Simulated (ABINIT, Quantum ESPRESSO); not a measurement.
PBE against PBEsol, LDA over 6 crystals

Computed electronic dielectric constant at each level. The value is the mean of the clamped-ion tensor's diagonal. Brackets give the space group and the cell's volume in Å³ per atom. Not every cell is the stable form of its formula. Spin polarisation and spin-orbit coupling are off unless named.

- PBE: ABINIT (PseudoDojo NC SR PBE v0.4.1 standard) for BAs, SiC, MgS; Quantum ESPRESSO (PseudoDojo 0.4.1 SR PBE standard) for Si, HfO2; Quantum ESPRESSO (GBRV 1.5 PBE) for BN; cutoffs 490 to 1143 eV; k meshes of 216 to 1000 points
- PBEsol: ABINIT (PseudoDojo NC SR PBEsol v0.4.1 standard) for BAs, SiC, MgS; Quantum ESPRESSO (PseudoDojo 0.4.1 SR PBEsol standard) for Si, HfO2; Quantum ESPRESSO (GBRV 1.5 PBEsol) for BN; cutoffs 490 to 1143 eV; k meshes of 216 to 1000 points
- LDA: ABINIT (PseudoDojo NC SR LDA v0.4.1 standard) for BAs, SiC, MgS; Quantum ESPRESSO (PseudoDojo 0.4.1 SR LDA standard) for Si, HfO2; Quantum ESPRESSO (GBRV 1.5 LDA) for BN; cutoffs 435 to 1143 eV; k meshes of 216 to 1000 points

| crystal | PBE | PBEsol | LDA |
| --- | --- | --- | --- |
| BAs (F-43m; 13.63) | 9.716 | 9.826 | 9.719 |
| SiC (P6_3mc, 4 atoms; 10.34) | 7.102 | 7.227 | 7.129 |
| Si (Fd-3m; 20.16) | 12.911 | 13.294 | 13.314 |
| HfO2 (Fm-3m; 11.15) | 5.183 | 5.271 | 5.290 |
| BN (P6_3mc, 4 atoms; 5.97) | 4.624 | 4.659 | 4.615 |
| MgS (Fm-3m; 17.61) | 5.458 | 5.577 | 5.637 |

**Question.** How do the values move from PBE?

**Answer.** PBEsol lies above PBE in 6 of 6 crystals, with a median shift of +1.7 % (+0.8 % for BN to +3.0 % for Si). LDA lies above PBE in 5 of 6 crystals, with a median shift of +1.2 % (-0.2 % for BN to +3.3 % for MgS). The figures use the values as printed. Crystals with small gaps need finer meshes and spin-orbit coupling for this value. Values hold for the database cell as given, which isn't always the measured one. LDA stands for any of its common fits to the electron gas. Columns can differ in potentials, cutoffs and task within a row, which adds scatter of its own.
